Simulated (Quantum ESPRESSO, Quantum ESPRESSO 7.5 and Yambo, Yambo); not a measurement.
**WS2 (2H monolayer): G0W0 with Yambo, start to end**

How does a plane-wave GW calculation on WS2 (2H monolayer) run from the first input to the gap?

Method: PBE and many-body steps on it, plane waves, in Quantum ESPRESSO 7.5 and Yambo 5.3.0.

**What was measured.**

- Gap 2.238 ± 0.003 eV: free-particle direct gap at K; magneto-absorption of Rydberg excitons; 4 K; monolayer (exfoliated monolayer encapsulated in hBN) (“Revealing exciton masses and dielectric properties of monolayer semiconductors with high magnetic fields”, 2019, pmc:6744484).

- Gap 2.27 eV: quasiparticle gap, capped by bilayer graphene, n=1 energy plus inferred exciton binding energy; reflectance contrast spectroscopy with empirical scaling; 70 K; monolayer (exfoliated monolayer covered with bilayer graphene) on fused silica (“Coulomb engineering of the bandgap and excitons in two-dimensional materials”, 2017, pmc:5418602).

- Gap 2.4 eV: quasiparticle gap, n=1 energy plus inferred exciton binding energy; reflectance contrast spectroscopy with empirical scaling; 70 K; monolayer (exfoliated uncapped monolayer on fused silica) on fused silica (“Coulomb engineering of the bandgap and excitons in two-dimensional materials”, 2017, pmc:5418602).

- Gap 2.14 eV: transport (quasiparticle) gap of monolayer from electron and hole threshold voltage difference; ionic liquid gated FET transport; 240 K; monolayer (exfoliated monolayer on SiO2/Si covered by DEME-TFSI ionic liquid) (“Mono- and Bilayer WS2 Light-Emitting Transistors”, 2014, arxiv:1403.7551).

- Gap 1.98 eV: direct optical gap at K from PL peak; photoluminescence, 532 nm; 300 K; monolayer (APCVD monolayer on SiO2/Si) on SiO2/Si (“Fabrication and Characterization of MoS2/h-BN and WS2/h-BN Heterostructures”, 2020, pmc:7765550).

This is a selection; 30 further reports are not listed.

**1. The structure**

The cell holds 3 atoms: 1 W and 2 S. Cell: a = 3.601 Å, b = 3.601 Å, c = 16.000 Å, α = 90.0°, β = 90.0°, γ = 120.0°. It derives from  ([{'formula': 'WS2', 'spacegroup': 194, 'source': 'prototype of the bulk crystal'}]). Vacuum lies along c.

The start is a generated structure, not a measured one. Spin-orbit coupling is left out unless a step names it.

**2. Relaxation**

This step: Quantum ESPRESSO 7.5; DFT, PBE, plane waves, norm-conserving pseudopotentials.

A relaxation at this level of theory: leftover forces would pass straight into the levels.

Input file pw.in:

```
&control
  calculation = 'vc-relax'
  prefix = 'x'
  outdir = 'o'
  pseudo_dir = 'pseudo'
  forc_conv_thr = 4e-4
  nstep = 60
/
&system
  ibrav = 0
  nat = 3
  ntyp = 2
  ecutwfc = 85.1
  nbnd = 18
  force_symmorphic = .true.
  occupations = 'smearing'
  smearing = 'fd'
  degauss = 0.002
/
&electrons
  conv_thr = 1e-9
  electron_maxstep = 80
  mixing_beta = 0.5
/
&ions
/
&cell
  press_conv_thr = 0.3
  cell_dofree = '2Dxy'
/
ATOMIC_SPECIES
  W 183.84 W.upf
  S 32.06 S.upf
CELL_PARAMETERS angstrom
  3.6013567800 -0.0000000000 0.0000000000
  -1.8006783900 3.1188664596 0.0000000000
  0.0000000000 0.0000000000 16.0000000000
ATOMIC_POSITIONS crystal
  W 0.3333333333 0.6666666667 0.5000000000
  S 0.6666666667 0.3333333333 0.6098839175
  S 0.6666666667 0.3333333333 0.3901160825
K_POINTS automatic
  9 9 1 0 0 0
```

Run with:

```sh
$ OMP_NUM_THREADS=1 mpirun -n 8 pw.x -nk 8 -in pw.in > pw.out
```

Output:

```text
Program PWSCF v.7.5 starts

     This program is part of the open-source Quantum ESPRESSO suite
     for quantum simulation of materials; please cite
         "P. Giannozzi et al., J. Phys.:Condens. Matter 21 395502 (2009);
         "P. Giannozzi et al., J. Phys.:Condens. Matter 29 465901 (2017);
         "P. Giannozzi et al., J. Chem. Phys. 152 154105 (2020);
     in publications or presentations arising from this work. More details at
     Message from routine setup:
     using ibrav=0 with symmetry is DISCOURAGED, use correct ibrav instead

     G-vector sticks info

     bravais-lattice index     =            0
     lattice parameter (alat)  =       6.8056  a.u.
     unit-cell volume          =    1212.7730 (a.u.)^3
     number of atoms/cell      =            3
     number of atomic types    =            2
     number of electrons       =        26.00
     number of Kohn-Sham states=           18
     kinetic-energy cutoff     =      85.1000  Ry
     charge density cutoff     =     340.4000  Ry
     scf convergence threshold =      1.0E-09
     mixing beta               =       0.5000
     number of iterations used =            8  plain     mixing
     energy convergence thresh.=      1.0E-04
     force convergence thresh. =      4.0E-04
     press convergence thresh. =      3.0E-01
     Exchange-correlation= PBE
                           (   1   4   3   4   0   0   0)
     nstep                     =           60

     celldm(1)=   6.805578  celldm(2)=   0.000000  celldm(3)=   0.000000
     celldm(4)=   0.000000  celldm(5)=   0.000000  celldm(6)=   0.000000

     crystal axes: (cart. coord. in units of alat)
               a(1) = (   1.000000  -0.000000   0.000000 )
               a(2) = (  -0.500000   0.866025   0.000000 )
               a(3) = (   0.000000   0.000000   4.442770 )

     reciprocal axes: (cart. coord. in units 2 pi/alat)
               b(1) = (  1.000000  0.577350 -0.000000 )
               b(2) = (  0.000000  1.154701 -0.000000 )
               b(3) = ( -0.000000 -0.000000  0.225085 )
     Pseudo is Norm-conserving + core correction, Zval = 14.0
     Generated using ONCVPSP code by D. R. Hamann
     Using radial grid of 1396 points,  8 beta functions with:
     Pseudo is Norm-conserving + core correction, Zval =  6.0
     Generated using ONCVPSP code by D. R. Hamann
     Using radial grid of 1146 points,  6 beta functions with:
     W                14.00   183.84000     W ( 1.00)
     S                 6.00    32.06000     S ( 1.00)

     12 Sym. Ops. (no inversion) found

   Cartesian axes

     site n.     atom                  positions (alat units)
         1        W      tau(   1) = (  -0.0000000   0.5773503   2.2213850  )
         2        S      tau(   2) = (   0.5000000   0.2886751   2.7095740  )
[...]
W                14.00   183.84000     W ( 1.00)
     S                 6.00    32.06000     S ( 1.00)

     12 Sym. Ops. (no inversion) found

   Cartesian axes

     site n.     atom                  positions (alat units)
         1        W      tau(   1) = (  -0.0000000   0.5109119   2.2213850  )
         2        S      tau(   2) = (   0.4424626   0.2554559   2.6577234  )
         3        S      tau(   3) = (   0.4424626   0.2554559   1.7850466  )

     number of k points=    12  Fermi-Dirac smearing, width (Ry)=  0.0020
                       cart. coord. in units 2pi/alat
[...]
k(   11) = (   0.2511198   0.5799362   0.0000000), wk =   0.2962963
        k(   12) = (   0.3766796   0.6524283   0.0000000), wk =   0.0493827

     Dense  grid:   100767 G-vectors     FFT dimensions: (  36,  36, 180)

     Initial potential from superposition of free atoms

     starting charge      25.9994, renormalised to      26.0000
     Starting wfcs are   18 randomized atomic wfcs

     per-process dynamical memory:    95.3 Mb

     Self-consistent Calculation

[...]
total energy              =    -196.03513113 Ry
[...]
iteration # 13     ecut=    85.10 Ry     beta= 0.50

     total energy              =    -196.03513113 Ry
     estimated scf accuracy    <          1.5E-10 Ry

     iteration # 14     ecut=    85.10 Ry     beta= 0.50

     End of self-consistent calculation

[...]
3.8739   6.0224

          k = 0.0000 0.2900 0.0000 ( 12571 PWs)   bands (ev):

   -73.4038 -37.6252 -37.6159 -37.5208 -13.3400 -12.1889  -4.8860  -3.6537
    -2.9571  -1.8739  -1.5016  -0.9093  -0.0318   2.9261   3.2208   3.6419
     4.5617   6.7282

          k = 0.0000 0.4350 0.0000 ( 12591 PWs)   bands (ev):

     [... further k-points ...]

     the Fermi energy is     1.6921 ev

!    total energy              =    -196.03513113 Ry
     estimated scf accuracy    <          1.1E-11 Ry
     smearing contrib. (-TS)   =      -0.00000000 Ry
     internal energy E=F+TS    =    -196.03513113 Ry

     The total energy is F=E-TS. E is the sum of the following terms:
     one-electron contribution =    -783.52445337 Ry
     hartree contribution      =     392.45814705 Ry
     xc contribution           =     -45.87679431 Ry
     ewald contribution        =     240.90796950 Ry

     convergence has been achieved in  14 iterations

     Forces acting on atoms (cartesian axes, Ry/au):

[...]
atom    2 type  2   force =     0.00000000    0.00000000    0.00007197
     atom    3 type  2   force =     0.00000000    0.00000000   -0.00007197

     Total force =     0.000102     Total SCF correction =     0.000011
     SCF correction compared to forces is large: reduce conv_thr to get better values

     Computing stress (Cartesian axis) and pressure

          total   stress  (Ry/bohr**3)                   (kbar)     P=        0.06
[...]
0.00000000   0.00000053   0.00000000            0.00        0.08        0.00
  -0.00000000  -0.00000000   0.00000019           -0.00       -0.00        0.03

     XML data file, charge density, pseudopotentials, collected wavefunctions

=------------------------------------------------------------------------------=
   JOB DONE.
=------------------------------------------------------------------------------=
```

It took 96 s on 8 MPI ranks of Arm Neoverse V2, shared host; peak memory 1.2 GiB; 13 min of CPU time.

Relaxation path:

```csv
step,energy less that of the first step (eV),largest force (eV/Å),volume (Å³)
1,0.0000,3.5511,179.71
2,-0.8831,2.8913,173.32
3,-1.6989,1.8206,165.70
4,-2.3098,0.3006,154.60
5,-2.3848,1.0217,149.39
6,-2.4465,0.8997,146.09
7,-2.5064,0.4120,142.50
8,-2.5185,0.0276,140.65
9,-2.5185,0.0014,140.73
10,-2.5179,0.0019,140.73
```

| cell as run | before | after | change |
| --- | --- | --- | --- |
| a (Å) | 3.601 | 3.187 | -11.5 % |
| b (Å) | 3.601 | 3.187 | -11.5 % |

The atoms that moved most (Å, along periodic axes as changes of fractional coordinates times the final cell, across vacuum about the mean position):

```csv
atom,dx,dy,dz,length
S3,0.000,0.000,0.187,0.187
S2,0.000,0.000,-0.187,0.187
```

The relaxed structure:

```
W S
1.0
     3.18693    0.00000    0.00000
    -1.59347    2.75996    0.00000
     0.00000    0.00000   16.00000
W S
1 2
Direct
  0.33333 0.66667 0.50000
  0.66667 0.33333 0.59821
  0.66667 0.33333 0.40179
```

**3. Ground state**

The ground-state density comes first.

Input file pw.in:

```
&control
  calculation = 'scf'
  prefix = 'x'
  outdir = 'o'
  pseudo_dir = 'pseudo'
  tprnfor = .true.
  tstress = .true.
/
&system
  ibrav = 0
  nat = 3
  ntyp = 2
  ecutwfc = 62.0
  nbnd = 18
  force_symmorphic = .true.
/
&electrons
  conv_thr = 1e-10
  electron_maxstep = 80
  mixing_beta = 0.5
/
ATOMIC_SPECIES
  W 183.84 W.upf
  S 32.06 S.upf
CELL_PARAMETERS angstrom
  3.1869316859 0.0000000000 0.0000000000
  -1.5934658430 2.7599638001 0.0000000000
  0.0000000000 0.0000000000 16.0000000000
ATOMIC_POSITIONS crystal
  W 0.3333333333 0.6666666667 0.5000000000
  S 0.6666666667 0.3333333333 0.5982131477
  S 0.6666666667 0.3333333333 0.4017868523
K_POINTS automatic
  12 12 1 0 0 0
```

Output:

```text
[banner, memory and clock lines left out]
Program PWSCF v.7.5 starts

     Message from routine setup:
     using ibrav=0 with symmetry is DISCOURAGED, use correct ibrav instead

     G-vector sticks info

     bravais-lattice index     =            0
     lattice parameter (alat)  =       6.0224  a.u.
     unit-cell volume          =     949.7137 (a.u.)^3
     number of atoms/cell      =            3
     number of atomic types    =            2
     number of electrons       =        26.00
     number of Kohn-Sham states=           18
     kinetic-energy cutoff     =      62.0000  Ry
     charge density cutoff     =     248.0000  Ry
     scf convergence threshold =      1.0E-10
     mixing beta               =       0.5000
     number of iterations used =            8  plain     mixing
     Exchange-correlation= PBE
                           (   1   4   3   4   0   0   0)

     celldm(1)=   6.022428  celldm(2)=   0.000000  celldm(3)=   0.000000
     celldm(4)=   0.000000  celldm(5)=   0.000000  celldm(6)=   0.000000

     crystal axes: (cart. coord. in units of alat)
               a(1) = (   1.000000   0.000000   0.000000 )
               a(2) = (  -0.500000   0.866025   0.000000 )
               a(3) = (   0.000000   0.000000   5.020503 )

     reciprocal axes: (cart. coord. in units 2 pi/alat)
               b(1) = (  1.000000  0.577350 -0.000000 )
               b(2) = (  0.000000  1.154701  0.000000 )
               b(3) = (  0.000000 -0.000000  0.199183 )
     Pseudo is Norm-conserving + core correction, Zval = 14.0
     Generated using ONCVPSP code by D. R. Hamann
     Using radial grid of 1396 points,  8 beta functions with:
     Pseudo is Norm-conserving + core correction, Zval =  6.0
     Generated using ONCVPSP code by D. R. Hamann
     Using radial grid of 1146 points,  6 beta functions with:
     W                14.00   183.84000     W ( 1.00)
     S                 6.00    32.06000     S ( 1.00)

     12 Sym. Ops. (no inversion) found

   Cartesian axes

     site n.     atom                  positions (alat units)
         1        W      tau(   1) = (  -0.0000000   0.5773503   2.5102515  )
         2        S      tau(   2) = (   0.5000000   0.2886751   3.0033309  )
         3        S      tau(   3) = (   0.5000000   0.2886751   2.0171721  )

     number of k points=    19
                       cart. coord. in units 2pi/alat
        k(    1) = (   0.0000000   0.0000000   0.0000000), wk =   0.0138889
        k(    2) = (   0.0000000   0.0962250   0.0000000), wk =   0.0833333
        k(    3) = (   0.0000000   0.1924501   0.0000000), wk =   0.0833333
        k(    4) = (   0.0000000   0.2886751   0.0000000), wk =   0.0833333
        k(    5) = (   0.0000000   0.3849002   0.0000000), wk =   0.0833333
        k(    6) = (   0.0000000   0.4811252   0.0000000), wk =   0.0833333
        k(    7) = (   0.0000000  -0.5773503   0.0000000), wk =   0.0416667
        k(    8) = (   0.0833333   0.1443376   0.0000000), wk =   0.0833333
        k(    9) = (   0.0833333   0.2405626   0.0000000), wk =   0.1666667
        k(   10) = (   0.0833333   0.3367877   0.0000000), wk =   0.1666667
     [... 7 further rows ...]
        k(   18) = (   0.2500000   0.5292377   0.0000000), wk =   0.1666667
        k(   19) = (   0.3333333   0.5773503   0.0000000), wk =   0.0277778

     Dense  grid:    62407 G-vectors     FFT dimensions: (  32,  32, 160)

     Initial potential from superposition of free atoms

     starting charge      25.9994, renormalised to      26.0000
     Starting wfcs are   18 randomized atomic wfcs

     per-process dynamical memory:    51.5 Mb

     Self-consistent Calculation

     iteration #  1     ecut=    62.00 Ry     beta= 0.50

     Threshold (ethr) on eigenvalues was too large:
     Diagonalizing with lowered threshold

     total energy              =    -196.01578828 Ry
     estimated scf accuracy    <       0.09601047 Ry

     iteration #  2     ecut=    62.00 Ry     beta= 0.50

     total energy              =    -196.02487284 Ry
     estimated scf accuracy    <       0.02864383 Ry

     iteration #  3     ecut=    62.00 Ry     beta= 0.50

     total energy              =    -196.03042314 Ry
     estimated scf accuracy    <       0.03230856 Ry

     iteration #  4     ecut=    62.00 Ry     beta= 0.50

     total energy              =    -196.03453311 Ry
     estimated scf accuracy    <       0.00073704 Ry

     iteration #  5     ecut=    62.00 Ry     beta= 0.50

     total energy              =    -196.03468669 Ry
     estimated scf accuracy    <       0.00037476 Ry

     iteration #  6     ecut=    62.00 Ry     beta= 0.50

     total energy              =    -196.03472203 Ry
     estimated scf accuracy    <       0.00001566 Ry

     iteration #  7     ecut=    62.00 Ry     beta= 0.50

     total energy              =    -196.03472791 Ry
     estimated scf accuracy    <       0.00000182 Ry

     iteration #  8     ecut=    62.00 Ry     beta= 0.50

     total energy              =    -196.03472776 Ry
     estimated scf accuracy    <       0.00000069 Ry

     iteration #  9     ecut=    62.00 Ry     beta= 0.50

     total energy              =    -196.03472795 Ry
     estimated scf accuracy    <       0.00000008 Ry

     iteration # 10     ecut=    62.00 Ry     beta= 0.50

     total energy              =    -196.03472795 Ry
     estimated scf accuracy    <       0.00000001 Ry

     iteration # 11     ecut=    62.00 Ry     beta= 0.50

     total energy              =    -196.03472796 Ry
     estimated scf accuracy    <          9.8E-10 Ry

     iteration # 12     ecut=    62.00 Ry     beta= 0.50

     total energy              =    -196.03472796 Ry
     estimated scf accuracy    <          1.1E-10 Ry

     iteration # 13     ecut=    62.00 Ry     beta= 0.50

     End of self-consistent calculation

          k = 0.0000 0.0000 0.0000 (  7833 PWs)   bands (ev):

   -73.4103 -37.6401 -37.4887 -37.4887 -14.0833 -12.4619  -5.6711  -2.1900
    -2.1900  -1.4560  -0.9677  -0.9677   0.6068   3.5180   3.5180   3.6644
     3.6644   5.5754

          k = 0.0000 0.0962 0.0000 (  7843 PWs)   bands (ev):

   -73.4092 -37.6360 -37.5110 -37.4939 -13.9700 -12.4200  -5.5349  -2.4869
    -2.0792  -1.8552  -1.1459  -0.7682   0.5483   3.3897   3.4196   3.5639
     3.7293   5.8697

          k = 0.0000 0.1925 0.0000 (  7875 PWs)   bands (ev):

   -73.4063 -37.6251 -37.5716 -37.5080 -13.6472 -12.3011  -5.1676  -3.1748
    -2.4987  -1.7739  -1.5618  -0.7578   0.2854   3.0003   3.3467   3.4352
     4.2152   6.3520

          k = 0.0000 0.2887 0.0000 (  7885 PWs)   bands (ev):

     [... further k-points ...]

     highest occupied, lowest unoccupied level (ev):     0.6478    2.4591

!    total energy              =    -196.03472796 Ry
     estimated scf accuracy    <          4.9E-11 Ry

     The total energy is the sum of the following terms:
     one-electron contribution =    -783.52397267 Ry
     hartree contribution      =     392.45804615 Ry
     xc contribution           =     -45.87677101 Ry
     ewald contribution        =     240.90796958 Ry

     convergence has been achieved in  13 iterations

     Forces acting on atoms (cartesian axes, Ry/au):

     atom    1 type  1   force =     0.00000000    0.00000000    0.00000000
     atom    2 type  2   force =    -0.00000000    0.00000000    0.00021541
     atom    3 type  2   force =     0.00000000   -0.00000000   -0.00021541

     Total force =     0.000305     Total SCF correction =     0.000022

     Computing stress (Cartesian axis) and pressure

          total   stress  (Ry/bohr**3)                   (kbar)     P=       -0.10
  -0.00000053  -0.00000000   0.00000000           -0.08       -0.00        0.00
  -0.00000000  -0.00000053   0.00000000           -0.00       -0.08        0.00
   0.00000000   0.00000000  -0.00000098            0.00        0.00       -0.14

     XML data file, charge density, pseudopotentials, collected wavefunctions
```

The job ended after 9.5 s (8 MPI ranks; peak memory 0.72 GiB).

This step gave:

```
total energy               : -2667.1884 eV
gap                        : 1.811 eV
k of the valence top       : 0.3333, 0.3333, 0
k of the conduction bottom : 0.3333, 0.3333, 0
least direct gap           : 1.811 eV
pressure                   : -0.01 GPa
```

The gap is direct, at (0.333, 0.333, 0.000).

(Continued in part 2 of 3.)

[Paths, hosts, dates, memory and timing lines, banners, echoed tables and standing remarks are left out of the program output.]

[Logs are printed without paths, hosts, clocks, repeated set-up lines and the standing remarks that a program may print on its own settings, such as how far it seeks lower states.]

[Runs of the session that timed out or met a known fault of the program may be left out.]

[Hosts, paths, dates, database ids (printed as entryN), source tags and the programs' standing remarks are cut or masked in the printed files.]
